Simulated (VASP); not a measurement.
# CdSe (Cadmoselite) (P6_3mc) in VASP: further runs, part 2 of 2

VASP 6.6.1. The steps go on from the part before.

## (5) Single point, PBE, spin-orbit coupling, no magnetisation

File INCAR:

```
PREC     = Accurate       # precision mode
ENCUT    = 350            # plane-wave cutoff, eV
EDIFF    = 1E-7           # SCF threshold, eV
ISMEAR   = 0              # smearing method
SIGMA    = 0.02           # smearing width, eV
LREAL    = F              # projectors in reciprocal space
LASPH    = T              # aspherical terms in the spheres
NELM     = 100            # most SCF steps
ALGO     = Normal         # electronic algorithm
ISIF     = 2              # what is computed and relaxed
LWAVE    = F              # write WAVECAR
LCHARG   = F              # write CHGCAR
MAGMOM   = 0 0 0 0 0 0 0 0 0 0 0 0 # initial moments
LORBIT   = 11             # projections on sites
LSORBIT  = T              # spin-orbit coupling
GGA_COMPAT= F            
GGA      = PE             # functional
NBANDS   = 52             # bands
```

File KPOINTS:

```
regular mesh
0
Gamma
  9 9 5
```

File POSCAR:

```
CdSe
1.0
    4.3000000000      0.0000000000      0.0000000000
   -2.1500000000      3.7239092363      0.0000000000
    0.0000000000      0.0000000000      7.0200000000
Cd Se
2 2
Direct
    0.6666666667      0.3333333333      0.5000000000
    0.3333333333      0.6666666667      0.0000000000
    0.6666666667      0.3333333333      0.8850000000
    0.3333333333      0.6666666667      0.3850000000
```

Potentials or basis: VASP PAW PBE potentials, release 64 (Cd, Se).

The run is started by

```console
> cat potpaw_PBE.64/Cd/POTCAR potpaw_PBE.64/Se/POTCAR > POTCAR
> mpirun -np 1 vasp_ncl > vasp.out
```

OUTCAR:

```text
PREC = Accurate
   ENCUT = 350
   EDIFF = 1E-7
   ISMEAR = 0
   LREAL = F
   LASPH = T
   NELM = 100
   ISIF = 2
   LORBIT = 11
   LSORBIT = T
   GGA = PE

 Found     60 irreducible k-points:

 Following reciprocal coordinates:
            Coordinates               Weight
  0.000000  0.000000  0.000000      1.000000
  0.111111  0.000000  0.000000      6.000000
  0.222222  0.000000  0.000000      6.000000
  0.333333  0.000000  0.000000      6.000000
  0.444444  0.000000  0.000000      6.000000
  0.111111  0.111111  0.000000      6.000000
   k-points           NKPTS =     60   k-points in BZ     NKDIM =     60   number of bands    NBANDS=     52
   number of dos      NEDOS =    301   number of ions     NIONS =      4
   total plane-waves  NPLWV =  37632
   dimension x,y,z NGX =    28 NGY =   28 NGZ =   48
   dimension x,y,z NGXF=    56 NGYF=   56 NGZF=   96
   ions per type =               2   2
   NGX,Y,Z   is equivalent  to a cutoff of  10.83, 10.83, 11.37 a.u.
   NGXF,Y,Z  is equivalent  to a cutoff of  21.65, 21.65, 22.73 a.u.
 SYSTEM =  unknown system
   PREC   = accura    normal or accurate (medium, high low for compatibility)
   ISTART =      0    job   : 0-new  1-cont  2-samecut
[... 427 lines left out ...]
     0.0000000     0.0000000     0.0000000     0.0000000     0.0000000     0.0000000     0.0000000
     0.0000000     0.0000000     0.0000000     0.0000000     0.0000000     0.0000000     0.0000000
     0.0000000     0.0000000     0.0000000     0.0000000     0.0000000     0.0000000     0.0000000
     0.0000000     0.0000000     0.0000000     0.0000000     0.0000000     0.0000000     0.0000000
[... 49 lines left out ...]
 l=   2
     0.0000000    -0.0000010     0.0000000    -0.0000010    -0.0000079
    -0.0000010     0.0000000    -0.0000051    -0.0000001    -0.0000010
     0.0000000    -0.0000051     0.0000000    -0.0000051     0.0000000
    -0.0000010    -0.0000001    -0.0000051     0.0000000    -0.0000010
    -0.0000079    -0.0000010     0.0000000    -0.0000010     0.0000000
 l=   3
     0.0000000     0.0000000     0.0000000     0.0000000     0.0000000     0.0000000     0.0000000
     0.0000000     0.0000000     0.0000000     0.0000000     0.0000000     0.0000000     0.0000000
     0.0000000     0.0000000     0.0000000     0.0000000     0.0000000     0.0000000     0.0000000
     0.0000000     0.0000000     0.0000000     0.0000000     0.0000000     0.0000000     0.0000000
     0.0000000     0.0000000     0.0000000     0.0000000     0.0000000     0.0000000     0.0000000
     0.0000000     0.0000000     0.0000000     0.0000000     0.0000000     0.0000000     0.0000000
     0.0000000     0.0000000     0.0000000     0.0000000     0.0000000     0.0000000     0.0000000

 total charge

# of ion       s       p       d       tot
------------------------------------------
    1        0.446   0.317   9.539  10.302
    2        0.446   0.317   9.539  10.302
    3        1.444   2.398   0.023   3.865
    4        1.444   2.398   0.023   3.865
--------------------------------------------------
tot          3.779   5.430  19.123  28.333

 magnetization (x)

# of ion       s       p       d       tot
------------------------------------------
    1       -0.000   0.000   0.000  -0.000
    2       -0.000   0.000  -0.000  -0.000
    3       -0.000   0.000   0.000  -0.000
    4        0.000   0.000  -0.000  -0.000
--------------------------------------------------
tot         -0.000   0.000  -0.000  -0.000

 magnetization (y)

# of ion       s       p       d       tot
------------------------------------------
    1        0.000   0.000  -0.000   0.000
    2        0.000   0.000   0.000   0.000
    3        0.000   0.000  -0.000   0.000
    4        0.000  -0.000   0.000  -0.000
--------------------------------------------------
tot          0.000   0.000  -0.000   0.000

 magnetization (z)

# of ion       s       p       d       tot
------------------------------------------
    1       -0.000   0.000   0.000  -0.000
    2       -0.000   0.000  -0.000  -0.000
    3        0.000   0.000   0.000   0.000
    4        0.000   0.000   0.000   0.000
--------------------------------------------------
tot         -0.000   0.000   0.000  -0.000
```

OSZICAR:

```text
N       E                     dE             d eps       ncg     rms          rms(c)
DAV:   1     0.198911300056E+03    0.19891E+03   -0.13687E+04  6376   0.917E+02
DAV:   2    -0.707247214595E+00   -0.19962E+03   -0.19319E+03  7128   0.274E+02
DAV:   3    -0.116544002370E+02   -0.10947E+02   -0.10878E+02  7268   0.639E+01
DAV:   4    -0.117496838423E+02   -0.95284E-01   -0.95197E-01  6920   0.561E+00
DAV:   5    -0.117503172777E+02   -0.63344E-03   -0.63340E-03  6916   0.432E-01    0.931E+00
DAV:   6    -0.110300558290E+02    0.72026E+00   -0.11168E+00  7176   0.108E+01    0.726E+00
DAV:   7    -0.109975778030E+02    0.32478E-01   -0.57631E-01  6576   0.389E+00    0.261E+00
DAV:   8    -0.109936269852E+02    0.39508E-02   -0.59502E-02  6512   0.239E+00    0.758E-01
DAV:   9    -0.109937227180E+02   -0.95733E-04   -0.42327E-03  6780   0.513E-01    0.248E-01
DAV:  10    -0.109939787156E+02   -0.25600E-03   -0.15087E-03  6548   0.379E-01    0.632E-02
DAV:  11    -0.109941542296E+02   -0.17551E-03   -0.52791E-04  6476   0.258E-01    0.658E-02
DAV:  12    -0.109941575566E+02   -0.33269E-05   -0.73316E-05  6764   0.660E-02    0.120E-02
DAV:  13    -0.109941537085E+02    0.38481E-05   -0.15224E-05  6696   0.267E-02    0.437E-03
DAV:  14    -0.109941546959E+02   -0.98745E-06   -0.35855E-06  6488   0.109E-02    0.310E-03
DAV:  15    -0.109941547813E+02   -0.85391E-07   -0.18405E-07  5784   0.401E-03
   1 F= -.10994155E+02 E0= -.10994155E+02  d E =-.705723E-15  mag=    -0.0000    -0.0000     0.0000
```

It took 8.1 min on 1 thread of Intel Xeon Platinum 8375C at 2.90GHz (Ice Lake), shared host; peak memory 0.49 GiB.

The run converged, but some of its settings lie outside the range that counts as converged, so its numbers aren't taken as properties of the crystal.

Results:

```yaml
Free_energy: -10.9942 eV
Pressure: 2.9 GPa
Largest_force: 0.291 eV/Å
Valence_electrons_inside_the_program's_atomic_spheres: Cd 10.30; Se 3.87
```
